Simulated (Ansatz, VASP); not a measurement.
# Cross-check of InAs between VASP and Ansatz, part 2 of 2

Wanted: the spread between two codes on one cell, functional and k mesh. The cell is generated by rule, not measured, and may not be a known phase. The cell is taken from a series of VASP runs on this material, whose earlier steps may have relaxed, scaled or displaced it; both programs get it as it stands.

VASP 6.6.1 and Ansatz 0.2.0.

So far. Step 2 (Ansatz: single point, HSE06): The run ends at a pressure of 1.47 GPa, with forces up to 0.016 eV/Å.

### 3. VASP: single point, HSE06

Level of this step: HSE06; plane waves and PAW (In_d, As); invented cell (VASP).

The same cell, functional, mesh and smearing now go to VASP, with its own data sets and cutoff.

Lines of VASP's logs that name or quote its potential files are left out, and so is its time.

The run reads the wave functions of an earlier VASP run, which isn't shown here.

INCAR reads:

```
SYSTEM = InAs
PREC = Accurate
ENCUT = 450
EDIFF = 1E-06
NELM = 100
ISMEAR = 0
SIGMA = 0.02
LREAL = .FALSE.
ALGO = Normal
LHFCALC = .TRUE.
AEXX = 0.25
GGA = PE
HFSCREEN = 0.2
LASPH = .TRUE.
NBANDS = 14
PRECFOCK = Fast
LWAVE = .FALSE.
LCHARG = .FALSE.
KPAR = 4
```

POSCAR reads:

```
InAs
1.0
    0.0333581960      3.0486295130      3.0486295130
    3.0486295130      0.0333581960      3.0486295130
    3.0486295130      3.0486295130      0.0333581960
In As
1 1
Direct
    0.0009605597      0.0009605597      0.0009605597
    0.2490394403      0.2490394403      0.2490394403
```

KPOINTS reads:

```
Automatic mesh
0
Gamma
4 4 4
0 0 0
```

KPOINTS_OPT reads:

```
Line mode
6
Line-mode
Reciprocal
  0.00000000   0.00000000   0.00000000
  0.02816655   0.02816655   0.02816655

  0.00000000   0.00000000   0.00000000
 -0.01696686   0.01696686   0.00000000

  0.31000000   0.31000000   0.00000000
  0.50000000   0.50000000   0.00000000

  0.00000000   0.31000000   0.31000000
  0.00000000   0.50000000   0.50000000

  0.45000000   0.45000000   0.45000000
  0.50000000   0.50000000   0.50000000

  0.45000000   0.00000000   0.00000000
  0.50000000   0.00000000   0.00000000

  0.42500000   0.42500000   0.00000000
  0.42526546   0.44926022   0.02426022

  0.50000000   0.50000000   0.50000000
  0.48303314   0.51696686   0.50000000
```

The projector-augmented-wave data sets are In_d and As (PBE family, release 64).

On the command line:

```
$ mpirun -np 4 vasp_std
```

Numbers of over 12 decimals in the logs are rounded to 6 here.

The log of the run:

```text
[banner, memory and clock lines left out]
running    4 mpi-ranks, on    1 nodes
 distrk:  each k-point on    1 cores,    4 groups
 distr:  one band on    1 cores,    1 groups

 POSCAR found type information on POSCAR InAs
 POSCAR found :  2 types and       2 ions
 LDA part: xc-table for (Slater+PW92), standard interpolation
 found WAVECAR, reading the header
 POSCAR, INCAR and KPOINTS ok, starting setup
 FFT: planning ... GRIDC
 FFT: planning ... GRID_SOFT
 FFT: planning ... GRID
 reading WAVECAR
 the WAVECAR file was read successfully
 initial charge from wavefunction
 entering main loop
       N       E                     dE             d eps       ncg     rms          rms(c)
DAV:   1    -0.912414261385E+01   -0.91241E+01   -0.67108E-01   442   0.126E+01    0.347E+00
DAV:   2    -0.913619885104E+01   -0.12056E-01   -0.54575E-02   480   0.213E+00    0.395E+00
DAV:   3    -0.913392660368E+01    0.22722E-02   -0.33829E-03   514   0.855E-01    0.272E+00
DAV:   4    -0.913328124235E+01    0.64536E-03   -0.78768E-04   476   0.353E-01    0.172E+00
DAV:   5    -0.913314998136E+01    0.13126E-03   -0.20668E-04   424   0.161E-01    0.106E+00
DAV:   6    -0.913311558511E+01    0.34396E-04   -0.31160E-05   406   0.730E-02    0.648E-01
DAV:   7    -0.913310522514E+01    0.10360E-04   -0.72781E-06   400   0.346E-02    0.389E-01
DAV:   8    -0.913310284991E+01    0.23752E-05   -0.29874E-06   400   0.175E-02    0.234E-01
DAV:   9    -0.913310300770E+01   -0.15779E-06   -0.11063E-06   302   0.929E-03
   1 F= -.91331030E+01 E0= -.91331030E+01  d E =-.255240E-20
 Start KPOINTS_OPT (optional k-point list driver)
k-point batch [1-13\48]
       N       E                     dE             ncg
DAV:   1     0.415407144447E+03   -0.37145E+03      370
DAV:   2    -0.135183596492E+04   -0.17672E+04      370
DAV:   3    -0.149727064780E+04   -0.14543E+03      466
DAV:   4    -0.150473574814E+04   -0.74651E+01      426
DAV:   5    -0.150487433063E+04   -0.13858E+00      482
DAV:   6    -0.150488007940E+04   -0.57488E-02      506
DAV:   7    -0.150488014937E+04   -0.69968E-04      482
DAV:   8    -0.150488015024E+04   -0.87098E-06      346
[...]
k-point batch [40-48\48]
       N       E                     dE             ncg
DAV:   1     0.202517533318E+04   -0.44559E+04      252
DAV:   2     0.867538757302E+03   -0.11576E+04      264
DAV:   3     0.773152870144E+03   -0.94386E+02      336
DAV:   4     0.769925244527E+03   -0.32276E+01      336
DAV:   5     0.769830932704E+03   -0.94312E-01      370
DAV:   6     0.769828764681E+03   -0.21680E-02      356
DAV:   7     0.769828715182E+03   -0.49499E-04      352
DAV:   8     0.769828714549E+03   -0.63298E-06      254
```

OUTCAR, selected parts (step 3):

```text
ion  position               nearest neighbor table
   1  0.001  0.001  0.001-   2 2.62   2 2.62   2 2.62   2 2.63
   2  0.249  0.249  0.249-   1 2.62   1 2.62   1 2.62   1 2.63

  LATTYP: Found a trigonal (rhomboedric) cell.
 ALAT       =     4.3115422512
 COS(alpha) =     0.5109114449

 Subroutine GETGRP returns: Found  6 space group operations
 (whereof  6 operations were pure point group operations)

The static configuration has the point symmetry C_3v.

 Found     13 irreducible k-points:

   k-points           NKPTS =     13   k-points in BZ     NKDIM =     64   number of bands    NBANDS=     14

   dimension x,y,z NGX =    30 NGY =   30 NGZ =   30
   dimension x,y,z NGXF=    60 NGYF=   60 NGZF=   60

   ENCUT  =  450.0 eV  33.07 Ry    5.75 a.u.   7.46  7.46  7.46*2*pi/ulx,y,z

   NELECT =      18.0000    total number of electrons

 k-points in reciprocal lattice and weights: Automatic mesh
   0.00000000  0.00000000  0.00000000       0.016
   0.25000000  0.00000000  0.00000000       0.094
   0.50000000  0.00000000  0.00000000       0.047
   0.25000000  0.25000000  0.00000000       0.094
   0.50000000  0.25000000 -0.00000000       0.188
  -0.25000000  0.25000000  0.00000000       0.094
   0.50000000  0.50000000  0.00000000       0.047
   0.25000000  0.25000000  0.25000000       0.031
   0.50000000  0.25000000  0.25000000       0.094
  -0.25000000  0.25000000  0.25000000       0.094
   0.50000000  0.50000000  0.25000000       0.094
  -0.25000000  0.50000000  0.25000000       0.094
   0.50000000  0.50000000  0.50000000       0.016

  exchange ACFDT corr.  =         0.00000000  see jH, gK, PRB 81, 115126

 average (electrostatic) potential at core
       1 -90.4756       2 -45.8529

 E-fermi :   4.1875

 k-point     1 :       0.0000    0.0000    0.0000
  band No.  band energies     occupation
    ...
      5     -11.9927      2.00000
      6      -8.9379      2.00000
      7       3.9379      2.00000
      8       4.0619      2.00000
      9       4.0619      2.00000
     10       4.5654      0.00000
     11       8.6052      0.00000
     12       8.7663      0.00000
     13       8.7663      0.00000
     14      12.4854      0.00000

 k-point     2 :       0.2500    0.0000    0.0000
  band No.  band energies     occupation
    ...
      5     -11.9911      2.00000
      6      -8.2835      2.00000
      7       0.1660      2.00000
      8       3.3529      2.00000
      9       3.4443      2.00000
     10       5.9594      0.00000
     11       9.3987      0.00000
     12       9.4858      0.00000
     13      10.0677      0.00000
     14      13.2527      0.00000

 k-point     3 :       0.5000    0.0000    0.0000
  band No.  band energies     occupation
    ...
      5     -11.9841      2.00000
      6      -7.3341      2.00000
      7      -2.1683      2.00000
      8       2.9036      2.00000
      9       2.9807      2.00000
     10       5.6455      0.00000
     11       9.4520      0.00000
     12       9.4806      0.00000
     13      11.7291      0.00000
     14      14.1336      0.00000

  energy-cutoff  :      450.00
  volume of cell :       55.74
      direct lattice vectors                 reciprocal lattice vectors
     0.033358196  3.048629513  3.048629513    -0.166724838  0.164920276  0.164920276
     3.048629513  0.033358196  3.048629513     0.164920276 -0.166724838  0.164920276
     3.048629513  3.048629513  0.033358196     0.164920276  0.164920276 -0.166724838

 POSITION                                       TOTAL-FORCE (eV/Angst)
 -----------------------------------------------------------------------------------
      0.00589      0.00589      0.00589        -0.010234     -0.010234     -0.010234
      1.52677      1.52677      1.52677         0.010234      0.010234      0.010234
 -----------------------------------------------------------------------------------
    total drift:                               -0.000142     -0.000136     -0.000165

  FREE ENERGIE OF THE ION-ELECTRON SYSTEM (eV)
  ---------------------------------------------------
  free  energy   TOTEN  =        -9.1331030077 eV

  energy  without entropy=       -9.1331030077  energy(sigma->0) =       -9.13310301

[... 3 further parts left out ...]
```

### 4. Differences

Known differences besides the potentials themselves: exact exchange at q = 0 is treated differently, which shows on coarse meshes; VASP keeps PBE cores, Ansatz makes them for the functional; the data sets hold 28 valence electrons in Ansatz (default PAW (the set named soft_2) files) and 18 in VASP; the cutoff is 420 eV in Ansatz and 450 eV in VASP; VASP takes a coarser grid for exact exchange (PRECFOCK = Fast). Total energies have different zeros and are not compared.

The two programs side by side:

```
              quantity  Ansatz   VASP  difference
gap on the k mesh (eV)   0.505  0.503      +0.002
```

A gap on the mesh is an upper bound, since the band edges may lie between its points.

### 5. What came out

| Quantity | Value |
| --- | --- |
| difference in gap on the k mesh (single point, HSE06) | 0.0018 eV |

What this shows: The difference in gap on the k mesh is 0.0018 eV (single point, HSE06), within the 0.08 eV picked in this series as the mark of a large difference. Such differences can come from data sets, numerical settings and the points named under the comparisons, not from the functional's error against experiment.

[Lines on the potential files, build, host, timing and source positions are cut from VASP's logs without a mark.]

[Logs are printed without paths, hosts, clocks, repeated set-up lines and the standing remarks that a program may print on its own settings, such as how far it seeks lower states.]

[Hosts, paths, dates, database ids (printed as entryN), source tags and the programs' standing remarks are cut or masked in the printed files.]
